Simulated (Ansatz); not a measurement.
# CuAu3: response to uniaxial strain along a

One table from this session's results is given with a row withheld; the runs are named, their logs left out.

Computed with Ansatz 0.2.0 (DFT PBEsol, scalar-relativistic, plane waves, PAW, unless a step's input says otherwise).

2 further runs of the same task are left out: 2 set aside as unsound or not needed.

## Starting point

The structure is cubic, space group Pm-3m (No. 221). Conventional cell: a = 3.974 Å, b = 3.974 Å, c = 3.974 Å, α = 90.00°, β = 90.00°, γ = 90.00°. Cu (site symmetry m-3m) is surrounded by 12 Au at 2.81 Å. Au (site symmetry 4/mmm) has 4 Cu at 2.81 Å and 8 Au at 2.81 Å in its first shell of neighbours.

Structure file:

```cif
data_structure
_symmetry_space_group_name_H-M 'P 1'
_symmetry_Int_Tables_number 1
_cell_length_a 3.9743
_cell_length_b 3.9743
_cell_length_c 3.9743
_cell_angle_alpha 90.000
_cell_angle_beta 90.000
_cell_angle_gamma 90.000
_cell_volume 62.77
loop_
_atom_site_label
_atom_site_type_symbol
_atom_site_fract_x
_atom_site_fract_y
_atom_site_fract_z
_atom_site_occupancy
Cu1 Cu 0.00000 0.00000 0.00000 1
Au1 Au 0.00000 0.50000 0.50000 1
Au2 Au 0.50000 0.00000 0.50000 1
Au3 Au 0.50000 0.50000 0.00000 1
```

It is the result of an earlier relaxation at this level (volume 15.69 Å³/atom; gap on the mesh: none (metal)).

The unstrained cell comes from an earlier run at this level (4 atoms, E(σ→0) -45610.1659 eV, gap none (metal)).

The first run:

input.yaml

```yaml
crystal:
  lattice:
    - [3.8947667138, 0.0, 0.0]
    - [0.0, 3.9941230075, 0.0]
    - [0.0, 0.0, 3.9941230075]
  atoms:
    - { symbol: Cu, position: [0.0, 0.0, 0.0] }
    - { symbol: Au, position: [0.0, 0.5, 0.5] }
    - { symbol: Au, position: [0.5, 0.0, 0.5] }
    - { symbol: Au, position: [0.5, 0.5, 0.0] }
basis:
  ecutwfc: 420
kpoints:
  mp_grid: { grid: [14, 14, 14] }
hamiltonian:
  xc: pbesol
scf:
  occupations: { method: gaussian, width: 0.1 }
output:
  forces: true
  stress: true
  eigenvalues: true
relax:
  adjacent_minimum: "off"
  f_tol: 0.008
  max_steps: 40
  cell: { stress_tol: 0.015, fix: [a, angles] }
```

On the command line:

```bash
$ ansatz run input.yaml --threads 1 --pin off --max-ram 2560MiB --backend cpu --events-out ev --progress --plain --runs-dir out
```

Among the steps run: Strain -2.0 %; At +2.0 %; The cell strained by -4.0 %; Strain +4.0 %; At -6.0 %; Strain +6.0 %.

One table of the session follows, with a row left open; its other results are not shown here.

Lengths are those of the vectors of the cell that was run; stresses in GPa:

```
strain (%)  ΔE (meV/atom)  a (Å)  b (Å)  c (Å)
      -6.0            9.0  3.736  4.093  4.093
      -4.0            4.4  3.815  4.050  4.050
      -2.0            1.3  3.895  4.010  4.010
      +0.0            0.0  3.974  3.974  3.974
      +2.0            1.3  4.054  3.941  3.941
      +4.0              ?      ?      ?      ?
      +6.0           13.3  4.213  3.885  3.885
```

**Question.** Estimate the row for strain (%) = +4.0.

Worked estimate for «ΔE (meV/atom)». A straight line through the neighbours (2.0, 1.3) and (6.0, 13.3) gives 1.3 + (13.3 − 1.3) × (4.0 − 2.0) / (6.0 − 2.0) = 7.3; a parabola fitted to 3 rows on both sides gives 5.7.

As computed: ΔE (meV/atom): 5.6; a (Å): 4.133; b (Å): 3.912; c (Å): 3.912. In «ΔE (meV/atom)» the line misses by +1.7 and the parabola by +0.1.

ΔE is over the unstrained cell. Stress in GPa, positive in compression, on the Cartesian axes of the input. 
